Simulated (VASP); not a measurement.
## NbC: relaxation of cell and atoms with PBE

Crystal: NbC.

```xyz
2
Lattice="0.0000 2.2417 2.2417 2.2417 0.0000 2.2417 2.2417 2.2417 0.0000" Properties=species:S:1:pos:R:3 pbc="T T T"
Nb    0.0000    2.2417    2.2417
C     2.2417    2.2417    2.2417
```

```json
{"Program": "VASP 6.6.1", "Task": "relaxation of cell and atoms", "Functional": "PBE", "Potentials or basis": "VASP PAW PBE potentials, release 64 (Nb_sv, C)", "Cutoff": "520 eV", "k mesh": "16 × 16 × 16", "Occupations": "gaussian, width 0.3 eV", "Spin": "no spin polarisation", "Further INCAR settings": "ALGO = Fast; EDIFF = 1e-07; IBRION = 2; EDIFFG = -0.002; NSW = 80; ISIF = 3"}
```

The pressure after relaxing is 0.0 GPa. The band gap on the k mesh is none (metal or under the smearing width).

Final structure:
```
CELL_PARAMETERS angstrom
0.00000 2.24166 2.24166
2.24166 0.00000 2.24166
2.24166 2.24166 0.00000
ATOMIC_POSITIONS crystal
Nb 0.00000 0.00000 0.00000
C 0.50000 0.50000 0.50000
```

Levels at points of the mesh, in eV from the Fermi level:
```tsv
k point	band 6	band 7	band 8	band 9	band 10	band 11	band 12
(0.00, 0.00, 0.00)	-1.30	-1.30	-1.30	-0.23	-0.23	-0.23	0.34
(0.50, 0.00, 0.00)	-7.51	-5.08	-5.08	2.10	2.10	3.57	5.75
(0.50, 0.50, 0.00)	-4.13	-3.86	-1.32	-1.32	1.95	3.18	3.18
```

Wall time 42 s on 1 thread of Intel(R) Xeon(R) 6975P-C (Granite Rapids), with other jobs on the host, peak memory 0.17 GiB.

Caveat: the relaxation stopped at its first step, so nothing moved.
